## A small correction that should not matter

Grey tin is held together by covalent bonds. A dispersion correction, made for the weak attraction between molecules or layers, ought to be a trifle here, and the choice of functional ought to decide the lattice constant. The runs behind the table contradict the first half of that. In this crystal the D3 dispersion term, added to the functional PBEsol, moves the lattice constant by about 1 %, roughly as much as replacing PBEsol by PBE does when both carry the D4 term.

Cubic lattice constant of grey tin (Sn, Fd-3m, two-atom cell) from Kohn-Sham DFT energy-volume fits, without spin polarization or spin-orbit coupling and with Fermi-Dirac smearing of 0.05 eV. The last column compares it with the measured 6.489 Å (arXiv:1909.12270, temperature not stated), which is not corrected for atomic vibrations.

```
                                program     functional             how the value is got                                  potentials or basis  wave cutoff (eV)  k-mesh  computed lattice constant (Å)  computed over measured, less one (%)
                        GPAW 26.7.0 (1)  PBEsol+D3(BJ)  from the rest volume of the fit  PAW data sets made by gpaw setup for the functional             600.0   6x6x6                          6.462                                 -0.42
               Quantum ESPRESSO 7.5 (1)            LDA  from the rest volume of the fit                     PseudoDojo 0.4.1 SR LDA standard             979.6   7x7x7                          6.473                                 -0.24
               Quantum ESPRESSO 7.5 (2)      PBEsol+D4  from the rest volume of the fit                  PseudoDojo 0.4.1 SR PBEsol standard             979.6   7x7x7                          6.503                                  0.22
                      ABINIT 10.8.3 (1)          SOGGA  from the rest volume of the fit                                  JTH PAW PBE v2.0 sp             408.2   7x7x7                          6.525                                  0.55
                      ABINIT 10.8.3 (2)         PBEsol  from the rest volume of the fit                                     JTH PAW PBE v2.0             272.1   7x7x7                          6.528                                  0.59
     FLEUR MaX-R8.1 (patched build s14)         Wigner  from the rest volume of the fit                                         all electron               n/a   7x7x7                          6.548                                  0.90
FLEUR MaX-R8.1 (later development tree)           AM05  from the rest volume of the fit                                         all electron               n/a   7x7x7                          6.554                                  1.00
                        GPAW 26.7.0 (2)         PBEint  from the rest volume of the fit  PAW data sets made by gpaw setup for the functional             600.0   6x6x6                          6.564                                  1.16
                        GPAW 26.7.0 (3)        C09-vdW  from the rest volume of the fit                 GPAW PAW data sets (gpaw data 1.2.1)             600.0   6x6x6                          6.567                                  1.20
               Quantum ESPRESSO 7.5 (3)         PBE+D4  from the rest volume of the fit                     PseudoDojo 0.4.1 SR PBE standard             979.6   7x7x7                          6.569                                  1.23
```

## The picture: a balance of pressures

A crystal rests at the volume where all inward and outward pressures cancel. Each functional, and each added term, contributes its own pressure, given by how steeply its energy changes with volume. The size of the energy itself does not matter, only its slope.

Grey tin is soft, with a bulk modulus of roughly 40 GPa. An extra pull of about 1 GPa therefore shortens the lattice constant by nearly 1 %. With P the extra pressure, B the bulk modulus and a the lattice constant, the rule is

Δa/a ≈ P / (3B),

where the 3 turns a change of volume into one of length.

## One estimate in full: D3 on PBEsol

The GPAW run with PBEsol+D3(BJ) gives the dispersion energy at each volume.

1. From 33.13 to 34.48 Å³ per atom, the D3 attraction weakens by 0.0245 eV per two-atom cell, or 0.0122 eV per atom.
2. Divided by the change of volume, this is 0.0090 eV/Å³, an inward pull of 1.45 GPa.
3. The bulk modulus of this run is 45.8 GPa, so removing D3 should lengthen the cell by 1.45/(3 × 45.8), which is 1.05 %.

Subtracting the D3 energy from the computed curve and finding the new minimum with a parabola gives 1.07 %. Both numbers come from the same run, so their agreement shows that the pressure picture is consistent, not that D3 is right. The D3 energy is read here as belonging to the two-atom cell. Read per atom, it would make plain PBEsol give a longer cell than PBEint, which is built to lie between PBEsol and PBE.

Plain PBEsol thus gives 6.53 Å, 0.65 % above the measured value. D3 turns this into an error of −0.42 %: somewhat smaller, but of opposite sign. The correction overshoots.

A strong pull is expected from the form of D3. Tin atoms are easily polarized, and each has many neighbours just beyond its four bonded ones. D3 damps the attraction between bonded atoms, so most of the pull should come from these more distant neighbours. A crystal can thus be covalent and still feel a large dispersion term.

## What the functional does

The three Quantum ESPRESSO rows share cutoff, mesh and family of potentials, so no difference between programs enters their steps. From LDA to PBEsol+D4 the lattice constant grows by 0.030 Å, and from there to PBE+D4 by another 0.066 Å. Neither step belongs to the functional alone: the first also switches on D4, which pulls inward, and D4 has its own parameters for each functional. A step without any dispersion term comes from GPAW, where PBEint lies 0.033 Å above plain PBEsol.

Theory gives the reason for this order. On balance, and chiefly through exchange, gradient corrections lower the energy of uneven electron densities, and stretching a bond makes the density more uneven. They therefore push outward, and PBE has a stronger gradient term than PBEsol. PBE+D4 is still 1.23 % too long although a dispersion attraction pulls it inward; plain PBE, which is not in the table, should be longer still.

"Local" alone does not mean "short". The Wigner functional is as local as LDA, yet its cell is 0.075 Å longer. That row was computed in another program, and its five-point fit is marked as doubtful, because of noisy points or a changing electronic state, although the minimum lies inside the range of volumes. A likely reason is that Wigner's correlation energy gains less when the electrons are squeezed together, so it pulls inward less strongly.

## A good number from a bad curve

The ABINIT PBEsol row lies within 0.01 Å of the plain PBEsol value found above, which looks like a confirmation. It is none. Its energies jump about their fitted curve by 3.4 meV per atom, and the fit returns a bulk modulus of 173 GPa, about four times that of the sound curves.

An error of 1 % in the lattice constant costs only about 4 meV per atom. Noise of nearly that size can put the minimum almost anywhere nearby. The cutoff of 272 eV is too low for a potential that treats the 4d electrons explicitly. The run itself shows this: where its energy curve is lowest, the computed pressure should be close to zero, but it lies more than 50 GPa below. The bulk modulus is a quick test of such a fit: if it is absurd, the lattice constant should not be used.

## Which level for which purpose

**A starting geometry, good to 1.5 %.** Every sound row will do.

**A lattice constant good to about 0.7 %.** Against the measured value as it stands, PBEsol meets this plain, with D3 and with D4, and so do LDA and SOGGA. Plain PBEsol and SOGGA have little room to spare: allowing for atomic vibrations, discussed below, could carry either past the limit. The SOGGA run, however, used a potential made for PBE that freezes the 4d electrons, so its result is less certain. Wigner, AM05, PBEint, C09-vdW and PBE+D4 do not meet it: they are 0.9 to 1.2 % too long. The last three differ by only 0.005 Å across programs and potentials, so they should not be ranked.

**A lattice constant good to 0.2 %.** The table cannot select a level for this. LDA and PBEsol+D4 miss by almost the same amount in opposite directions. The measured crystal also contains atomic vibrations, which the calculations leave out; a rough estimate puts their lengthening at 0.1 to 0.3 %. The upper figure is probably too high, because the estimate lets every vibration push outward, while the soft shearing vibrations of such an open crystal are expected to pull inward. A perfect static calculation should therefore come out slightly short, but the temperature of the single measurement is not stated. Spin-orbit coupling is missing as well.

**Strain and stress.** All parts of a problem should be computed at one level. If a cell relaxed with PBEsol+D4 is used in a PBE+D4 calculation, it is 0.066/6.569, or 1.0 %, too short for that level. This appears as a false pressure of about 1.3 GPa.

How far the programs themselves differ remains open, because no functional has sound runs in two of them with the same dispersion term. This matters most for D3 against D4: the PBEsol+D3 and PBEsol+D4 rows differ by 0.041 Å, but they also differ in program and potentials.

## What it costs

The table holds no timings, so only scaling can guide here. LDA and the gradient-corrected functionals cost about the same per run. D3 and D4 add almost nothing, since they need no new electronic calculation. C09-vdW adds a moderate amount of work for its nonlocal correlation.

The choice among these levels is therefore hardly one of cost; the settings are what cost time. A 7×7×7 mesh has 1.6 times as many k-points as a 6×6×6 mesh before symmetry is used, and the number of plane waves grows as the cutoff to the power 1.5. Effort is best spent first on a smooth energy curve, because without one the differences between functionals cannot be seen. The printed output after this text lists the estimates used here.

The analysis program printed:

```
bare PBEsol in GPAW, D3 energy subtracted, lattice constant in Å: 6.531
bare PBEsol in GPAW, error against measurement in %: 0.6465
control, same parabola with D3 kept, less table value in Å: 0.0005699
if the D3 energy were per atom, bare PBEsol lattice constant in Å: 6.599
change of lattice constant by D3 on PBEsol in Å: -0.06911
inward pull of D3 near the minimum in GPa: 1.449
lengthening on removing D3, estimate pressure over 3 B in %: 1.054
lengthening on removing D3, from the parabola in %: 1.069
PBEsol+D4 (QE) less bare PBEsol (GPAW), across programs, in Å: -0.02811
PBEsol+D4 less LDA, both QE, in Å: 0.03
PBE+D4 less PBEsol+D4, both QE, in Å: 0.066
PBEint less bare PBEsol, both GPAW, in Å: 0.03289
Wigner (FLEUR) less LDA (QE), both local functionals, in Å: 0.075
median, lowest and highest bulk modulus of sound curves in GPa: median: 41.88
lowest bulk modulus of sound curves in GPa: 39.61
highest bulk modulus of sound curves in GPa: 45.81
pressure equal to a 1 % error of lattice constant in GPa: 1.256
energy cost of a 1 % error of lattice constant in meV/atom: 4.017
zero-point lengthening, rough (Debye 230 K, Grueneisen 1) in %: 0.08326
thermal plus zero-point lengthening near 280 K, rough upper size in %: 0.2703
k-points before symmetry, 7x7x7 over 6x6x6: 1.588
```
